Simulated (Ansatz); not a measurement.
Input for Ansatz (plane-wave DFT), MgO:

```yaml
crystal:
  lattice:
    - [2.9380209034, 0.0, 0.0]
    - [-1.4690104517, 2.5444007392, 0.0]
    - [0.0, 0.0, 2.67968]
  atoms:
    - { symbol: Mg, position: [0.0, 0.0, 0.0] }
    - { symbol: O, position: [0.3333333333, 0.6666666667, 0.5] }
basis:
  ecutwfc: "17 Ry"
kpoints:
  mp_grid: { kspacing: 0.72 }
hamiltonian:
  xc: hf
  pseudopotentials: { kind: paw, source: ansatz }
scf:
  occupations: { method: gaussian, width: 0.1 }
output:
  forces: true
  stress: true
  eigenvalues: true
```

Command:

```bash
ansatz run input.yaml --threads 1 --pin off --max-ram 1331MiB --backend cpu --events-out ev --progress --plain --runs-dir out
```

Output, shortened (HF is the Harris–Foulkes energy, dr2 the density residual in eV):

```text
SCF iter   2: HF=-2418.604410 eV  Δρ=1.26e-1  dr2=1.03e0
SCF iter   3: HF=-2418.090897 eV  Δρ=5.38e-2  dr2=1.34e-1
SCF iter   4: HF=-2418.023702 eV  Δρ=8.74e-3  dr2=4.60e-3
   ...
SCF 1 stopped early in 5 iterations: F = -2418.022803 eV  dr2 = 2.15e-5
Initial density: handed on by an earlier stage of this run
Frozen-core exchange: fock
SCF 2 stopped early in 5 iterations: F = -2420.714918 eV  dr2 = 5.61e-5
hybrid outer 1: dexx = +2.341e-1 eV, tail = 3.70e-3 eV
Frozen-core exchange: fock
SCF 3 converged in 6 iterations: F = -2420.719878 eV  dr2 = 7.00e-10
  Residual-converged pass: ⟨swp⟩=2.0  max |occ|·‖R‖ = 2.3e-6 eV (tolerance 2.4e-6 eV) dr2=6.93e-10  dr2_onsite=1.77e-10  max |Δocc| = 0.0e0
hybrid outer 2: dexx = +1.730e-4 eV, tail = 1.36e-5 eV, Δε = 7.15e-2 eV (about 6.53e-3 eV left of the loop's levels)
Frozen-core exchange: fock
SCF iter   4: F=-2420.719921 eV  HF=-2420.719921 eV  Δρ=5.02e-6  dr2=3.58e-9
SCF 4 converged in 4 iterations: F = -2420.719921 eV  dr2 = 3.58e-9
  Residual-converged pass: ⟨swp⟩=2.0  max |occ|·‖R‖ = 2.4e-6 eV (tolerance 2.4e-6 eV) dr2=3.58e-9  dr2_onsite=9.61e-11  max |Δocc| = 0.0e0
hybrid outer 3: dexx = +1.780e-6 eV, tail = 1.05e-7 eV, Δε = 5.39e-3 eV (about 6.29e-4 eV left of the loop's levels), ΔF = 9.25e-18 eV/Å (tail 1.16e-17)
Frozen-core exchange: fock
SCF iter   1: HF=-2420.719921 eV  Δρ=3.50e-6  dr2=3.44e-9
SCF iter   2: F=-2420.719921 eV  HF=-2420.719921 eV  Δρ=3.29e-6  dr2=1.98e-9
SCF 5 converged in 2 iterations: F = -2420.719921 eV  dr2 = 1.98e-9
  Residual-converged pass: ⟨swp⟩=2.0  max |occ|·‖R‖ = 2.3e-6 eV (tolerance 2.4e-6 eV) dr2=1.98e-9  dr2_onsite=5.05e-11  max |Δocc| = 0.0e0
hybrid outer 4: dexx = +1.030e-8 eV, tail = 4.82e-9 eV, Δε = 2.23e-4 eV (about 6.68e-5 eV left of the loop's levels), ΔF = 9.25e-18 eV/Å (tail 1.19e-17)
hybrid SCF converged: 4 outer / 17 inner (+5 warm-up), last move |dexx| = 1.03e-8 eV, tail = 4.82e-9 eV
Stability not checked: this state was not tested for a lower state beside it, because the functional holds exact exchange (a hybrid, or Hartree-Fock), whose exchange loop this test does not read (fock_operator; see scf.lower_state_search)
Free energy (F): -2420.719921 eV
Frozen-core exchange: fock
E sigma→0 (E₀):  -2420.719921 eV
Fermi energy:    9.418405 eV
--- Forces (eV/Å), atoms counted from 1 ---
  atom   1  Mg    -0.00000000    -0.00000000     0.00000000
  atom   2  O      0.00000000     0.00000000     0.00000000
--- Stress (GPa, compression-positive) ---
       -6.942277      -0.000000      -0.000000
        0.000000      -6.942277       0.000000
       -0.000000       0.000000     -29.339406
  P = ⅓ Tr σ = -14.4080 GPa (-144.080 kbar)
```

The inputs are trials, many of them unsound on purpose. Their numbers show the effect of the settings and aren't properties of the material. Forces of this functional on these PAW sets can be off by 10 %.